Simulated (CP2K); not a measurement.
# InP (F-43m) in CP2K: a series of runs, part 2 of 3

CP2K 2026.2. The steps go on from the part before.

## (3) Band structure, LDA

File inp_bands.inp:

```
&GLOBAL
  PROJECT inp_bands
  RUN_TYPE ENERGY_FORCE
  PRINT_LEVEL LOW
&END GLOBAL
&FORCE_EVAL
  METHOD QS
  STRESS_TENSOR ANALYTICAL
  &DFT
    BASIS_SET_FILE_NAME BASIS_MOLOPT_UZH
    POTENTIAL_FILE_NAME GTH_POTENTIALS
    &MGRID
      CUTOFF 450
      REL_CUTOFF 60
      NGRIDS 5
    &END MGRID
    &QS
      METHOD GPW
      EPS_DEFAULT 1.0E-9
    &END QS
    &KPOINTS
      SCHEME MONKHORST-PACK 8 8 8
      GAMMA_CENTERED T
      SYMMETRY T
      SYMMETRY_BACKEND SPGLIB
    &END KPOINTS
    &SCF
      SCF_GUESS ATOMIC
      EPS_SCF 1.0E-6
      MAX_SCF 100
      ADDED_MOS 10
      CHOLESKY OFF
      EPS_EIGVAL 1.0E-7
      &DIAGONALIZATION ON
        ALGORITHM STANDARD
      &END DIAGONALIZATION
      &MIXING ON
        METHOD BROYDEN_MIXING
        ALPHA 0.4
        BETA 1.5
        NBUFFER 8
      &END MIXING
      &SMEAR ON
        METHOD FERMI_DIRAC
        ELECTRONIC_TEMPERATURE [K] 300.557
      &END SMEAR
    &END SCF
    &XC
      &XC_FUNCTIONAL
        &LDA_X
        &END LDA_X
        &LDA_C_PW
        &END LDA_C_PW
      &END XC_FUNCTIONAL
    &END XC
    &PRINT
      &KPOINTS ON
      &END KPOINTS
      &MULLIKEN ON
      &END MULLIKEN
      &MO ON
        ENERGIES T
        OCCUPATION_NUMBERS T
        &EACH
          QS_SCF 0
        &END EACH
        ADD_LAST NUMERIC
      &END MO
      &BAND_STRUCTURE
        FILE_NAME bands.bs
        ADDED_MOS 4
        &KPOINT_SET
          UNITS B_VECTOR
          NPOINTS 8
          SPECIAL_POINT GAMMA 0.00000000 0.00000000 0.00000000
          SPECIAL_POINT X 0.50000000 0.00000000 0.50000000
          SPECIAL_POINT W 0.50000000 0.25000000 0.75000000
          SPECIAL_POINT K 0.37500000 0.37500000 0.75000000
          SPECIAL_POINT GAMMA 0.00000000 0.00000000 0.00000000
          SPECIAL_POINT L 0.50000000 0.50000000 0.50000000
          SPECIAL_POINT U 0.62500000 0.25000000 0.62500000
          SPECIAL_POINT W 0.50000000 0.25000000 0.75000000
          SPECIAL_POINT L 0.50000000 0.50000000 0.50000000
          SPECIAL_POINT K 0.37500000 0.37500000 0.75000000
        &END KPOINT_SET
        &KPOINT_SET
          UNITS B_VECTOR
          NPOINTS 8
          SPECIAL_POINT U 0.62500000 0.25000000 0.62500000
          SPECIAL_POINT X 0.50000000 0.00000000 0.50000000
        &END KPOINT_SET
      &END BAND_STRUCTURE
    &END PRINT
  &END DFT
  &SUBSYS
    &CELL
      ABC 4.1443528445 4.1443528445 4.1443528445
      ALPHA_BETA_GAMMA 59.9999999996 59.9999999995 59.9999999995
      PERIODIC XYZ
    &END CELL
    &COORD
      In  0.0000000000 0.0000000000 0.0000000000
      P   6.2165292668 3.5891148456 2.5378874458
    &END COORD
    &KIND In
      BASIS_SET TZVP-MOLOPT-PBE-GTH-q13
      POTENTIAL GTH-PADE-q13
    &END KIND
    &KIND P
      BASIS_SET TZVP-MOLOPT-PBE-GTH-q5
      POTENTIAL GTH-PADE-q5
    &END KIND
    &PRINT
      &ATOMIC_COORDINATES ON
      &END ATOMIC_COORDINATES
      &CELL ON
      &END CELL
    &END PRINT
  &END SUBSYS
  &PRINT
    &FORCES ON
    &END FORCES
    &STRESS_TENSOR ON
    &END STRESS_TENSOR
  &END PRINT
&END FORCE_EVAL
```

Potentials or basis: GTH_POTENTIALS In GTH-PADE-q13, P GTH-PADE-q5; TZVP-MOLOPT-PBE-GTH basis.

The run is started by

```sh
OMP_NUM_THREADS=1 cp2k.psmp -i inp_bands.inp -o inp_bands.out
```

inp_bands.out:

```text

 CP2K| version string:                                       CP2K version 2026.2
 CP2K| Input file name                                             inp_bands.inp

 GLOBAL| Force Environment number                                              1
 GLOBAL| Basis set file name                                    BASIS_MOLOPT_UZH
 GLOBAL| Potential file name                                      GTH_POTENTIALS
 GLOBAL| MM Potential file name                                     MM_POTENTIAL
 GLOBAL| Coordinate file name                                      __STD_INPUT__
 GLOBAL| Method name                                                        CP2K
 GLOBAL| Project name                                                  inp_bands
 GLOBAL| Run type                                                   ENERGY_FORCE
 GLOBAL| FFT library                                                       FFTW3
[... 5 lines left out ...]
 GLOBAL| Global print level                                                  LOW
 GLOBAL| Total number of message passing processes                             1
 GLOBAL| Number of threads for this process                                    1
 GLOBAL| CPU model name                                                  UNKNOWN

 CELL| Volume [angstrom^3]:                                            50.333273
 CELL| Vector a [angstrom]:       4.144     0.000     0.000   |a| =     4.144353
 CELL| Vector b [angstrom]:       2.072     3.589     0.000   |b| =     4.144353
 CELL| Vector c [angstrom]:       2.072     1.196     3.384   |c| =     4.144353
 CELL| Angle (b,c), alpha [degree]:                                    60.000000
 CELL| Angle (a,c), beta  [degree]:                                    60.000000
 CELL| Angle (a,b), gamma [degree]:                                    60.000000
 CELL| Numerically orthorhombic:                                              NO
 CELL| Periodicity                                                           XYZ

 CELL_REF| Volume [angstrom^3]:                                        50.333273
 CELL_REF| Vector a [angstrom     4.144     0.000     0.000   |a| =     4.144353
 CELL_REF| Vector b [angstrom     2.072     3.589     0.000   |b| =     4.144353
 CELL_REF| Vector c [angstrom     2.072     1.196     3.384   |c| =     4.144353
 CELL_REF| Angle (b,c), alpha [degree]:                                60.000000
 CELL_REF| Angle (a,c), beta  [degree]:                                60.000000
 CELL_REF| Angle (a,b), gamma [degree]:                                60.000000
 CELL_REF| Numerically orthorhombic:                                          NO
 CELL_REF| Periodicity                                                       XYZ
[... 9 lines left out ...]
 TOTAL NUMBERS AND MAXIMUM NUMBERS

  Total number of            - Atomic kinds:                                   2
                             - Atoms:                                          2
                             - Shell sets:                                     2
                             - Shells:                                        17
                             - Primitive Cartesian functions:                 10
                             - Cartesian basis functions:                     58
                             - Spherical basis functions:                     51

  Maximum angular momentum of- Orbital basis functions:                        3
                             - Local part of the GTH pseudopotential:          0
                             - Non-local part of the GTH pseudopotential:      4

 MODULE QUICKSTEP: ATOMIC COORDINATES IN ANGSTROM

   Atom Kind Element         X             Y             Z       Z(eff)     Mass
      1    1 In   49      0.000000      0.000000      0.000000  13.0000 114.8180
      2    2 P    15      6.216529      3.589115      2.537887   5.0000  30.9738

 SCF PARAMETERS         Density guess:                                    ATOMIC
[... 80 lines left out ...]
     1 NoMix/Diag. 0.40E+00    2.6     1.14126744       -63.1115898087 -6.31E+01
     2 Broy./Diag. 0.40E+00    2.3     0.03277194       -63.2199397216 -1.08E-01
     3 Broy./Diag. 0.40E+00    2.3     0.07175104       -63.0427351619  1.77E-01
     4 Broy./Diag. 0.40E+00    2.3     0.00287098       -62.9964284025  4.63E-02
     5 Broy./Diag. 0.40E+00    2.4     0.00195783       -63.0130534122 -1.66E-02
     6 Broy./Diag. 0.40E+00    2.4     0.00154755       -63.0094352147  3.62E-03
     7 Broy./Diag. 0.40E+00    2.3     0.00082536       -63.0098473066 -4.12E-04
     8 Broy./Diag. 0.40E+00    2.3     0.00077765       -63.0143405030 -4.49E-03
     9 Broy./Diag. 0.40E+00    2.3     0.00009871       -63.0167694412 -2.43E-03
    10 Broy./Diag. 0.40E+00    2.3     0.00001371       -63.0167490208  2.04E-05
    11 Broy./Diag. 0.40E+00    2.3     0.00004544       -63.0166166224  1.32E-04
    12 Broy./Diag. 0.40E+00    2.3     0.00000269       -63.0165759678  4.07E-05
    13 Broy./Diag. 0.40E+00    2.3     0.00000157       -63.0165676846  8.28E-06
    14 Broy./Diag. 0.40E+00    2.4     0.00000015       -63.0165619989  5.69E-06

  *** SCF run converged in    14 steps ***

  Electronic density on regular grids:        -17.9999999740        0.0000000260
  Core density on regular grids:               17.9999999812       -0.0000000188
  Total charge density on r-space grids:        0.0000000072
  Total charge density g-space grids:           0.0000000072

  Overlap energy of the core charge distribution:               0.00000000011438
  Self energy of the core charge distribution:               -106.35184076003340
  Core Hamiltonian energy:                                     31.41681771144188
  Hartree energy:                                              20.91012041304581
  Exchange-correlation energy:                                 -8.99165934608363
  Electronic entropic energy:                                  -0.00000001737522
  Fermi energy:                                                 0.17605478659858

  Total energy:                                               -63.01656199889025
  Total energy (extrapolated to T->0):                        -63.01656199020265

 MO| EIGENVALUES AND OCCUPATION NUMBERS FOR K POINT 1
 MO|
 MO|  Index      Eigenvalue [a.u.]        Eigenvalue [eV]             Occupation
 MO|      1              -0.360845              -9.819079               2.000000
 MO|      2              -0.355858              -9.683389               2.000000
 MO|      3              -0.355858              -9.683388               2.000000
 MO|      4              -0.350980              -9.550638               2.000000
 MO|      5              -0.350979              -9.550635               2.000000
 MO|      6              -0.209240              -5.693710               2.000000
[... 348 lines left out ...]
 MO|     18               0.732160              19.923088               0.000000
 MO|     19               0.774232              21.067932               0.000000
 MO| Sum:                                                              18.000000
 MO| E(Fermi):            0.176055 a.u.          4.790694 eV
 MO| Band gap:            0.168413 a.u.          4.582764 eV

 [... the levels of further k-points ...]

 !-----------------------------------------------------------------------------!
                     Mulliken Population Analysis

 #  Atom  Element  Kind  Atomic population                           Net charge
       1     In       1         12.653613                              0.346387
       2     P        2          5.346387                             -0.346387
 # Total charge                             18.000000                 -0.000000

 !-----------------------------------------------------------------------------!

 KPOINTS| Band Structure Calculation
 KPOINTS| Number of k-point sets                                               2
 KPOINTS| Number of added MOs/bands                                            4
 KPOINTS| Number of k-points in set    1                                      73
 KPOINTS| In units of b-vector [2pi/Bohr]
 KPOINTS| Special point     1       GAMMA     0.000000     0.000000     0.000000
 KPOINTS| Special point     2           X     0.500000     0.000000     0.500000
 KPOINTS| Special point     3           W     0.500000     0.250000     0.750000
 KPOINTS| Special point     4           K     0.375000     0.375000     0.750000
 KPOINTS| Special point     5       GAMMA     0.000000     0.000000     0.000000
 KPOINTS| Special point     6           L     0.500000     0.500000     0.500000
 KPOINTS| Special point     7           U     0.625000     0.250000     0.625000
 KPOINTS| Special point     8           W     0.500000     0.250000     0.750000
 KPOINTS| Special point     9           L     0.500000     0.500000     0.500000
 KPOINTS| Special point    10           K     0.375000     0.375000     0.750000
 KPOINTS| Number of k-points in set    2                                       9
 KPOINTS| In units of b-vector [2pi/Bohr]
 KPOINTS| Special point     1           U     0.625000     0.250000     0.625000
 KPOINTS| Special point     2           X     0.500000     0.000000     0.500000

 ENERGY| Total FORCE_EVAL ( QS ) energy [hartree]            -63.016560929271634

 FORCES| Atomic forces [hartree/bohr]
 FORCES|   Atom     x               y               z               |f|
 FORCES|      1  1.64133334E-09  3.43210739E-09  5.64334781E-09   6.80593202E-09
 FORCES|      2 -1.54574639E-09 -3.37679413E-09 -5.60431450E-09   6.72312513E-09
 FORCES| Sum     9.55869552E-11  5.53132549E-11  3.90333040E-11
 FORCES| Total atomic force                                       1.17132493E-10

 STRESS| Analytical stress tensor [bar]
 STRESS|                        x                   y                   z
 STRESS|      x       -8.32871396822E+03   1.28993116301E-02  -1.09873623621E-02
 STRESS|      y        1.28993116301E-02  -8.32868186819E+03   2.38273593446E-02
 STRESS|      z       -1.09873623621E-02   2.38273593446E-02  -8.32859394153E+03
 STRESS| 1/3 Trace                                            -8.32866325931E+03
 STRESS| Determinant                                          -5.77731316714E+11

 STRESS| Eigenvectors and eigenvalues of the analytical stress tensor [bar]
 STRESS|                        1                   2                   3
 STRESS| Eigenvalues  -8.32872130897E+03  -8.32868101968E+03  -8.32858744929E+03
 STRESS|      x           0.908947758591      0.412554849608     -0.060103812007
 STRESS|      y          -0.388564367330      0.890548945368      0.236517036056
 STRESS|      z           0.151101636635     -0.191627430105      0.969766581935
```

Run time: 40 s. Hardware: 1 thread of Arm Neoverse V2, shared host; peak memory 0.32 GiB.

Results:

```yaml
Free_energy: -1714.7678 eV
Pressure: -0.8 GPa
Band_gap_on_the_k_mesh: 0.46 eV, direct
Band_gap_along_the_path: 0.46 eV, direct
Mulliken_charges: In +0.35; P -0.35 e
```

Levels at the corners of the path, in eV from the valence-band top:
```tsv
point	band 6	band 7	band 8	band 9	band 10	band 11	band 12	band 13
Γ	-11.60	0.00	0.00	0.00	0.46	3.99	3.99	3.99
X	-9.18	-5.91	-2.38	-2.38	1.63	2.15	9.09	9.53
W	-9.10	-5.76	-3.02	-3.00	4.27	4.30	5.53	6.20
K	-9.19	-5.76	-3.39	-1.99	2.24	4.33	7.57	7.66
Γ	-11.60	0.00	0.00	0.00	0.46	3.99	3.99	3.99
L	-9.85	-5.87	-1.00	-1.00	1.31	4.78	4.78	7.10
U	-9.19	-5.76	-3.39	-1.99	2.24	4.33	7.57	7.66
W	-9.10	-5.76	-3.02	-3.00	4.27	4.30	5.53	6.20
L	-9.85	-5.87	-1.00	-1.00	1.31	4.78	4.78	7.10
K	-9.19	-5.76	-3.39	-1.99	2.24	4.33	7.57	7.66
U	-9.19	-5.76	-3.39	-1.99	2.24	4.33	7.57	7.66
X	-9.18	-5.91	-2.38	-2.38	1.63	2.15	9.09	9.53
```

Caveat: Mulliken charges move with the basis; spin-orbit coupling is left out, which moves the levels of the heavy elements; the basis of atomic orbitals isn't converged, which shifts pressures, moduli and gaps.

(Continued in part 3 of 3.)
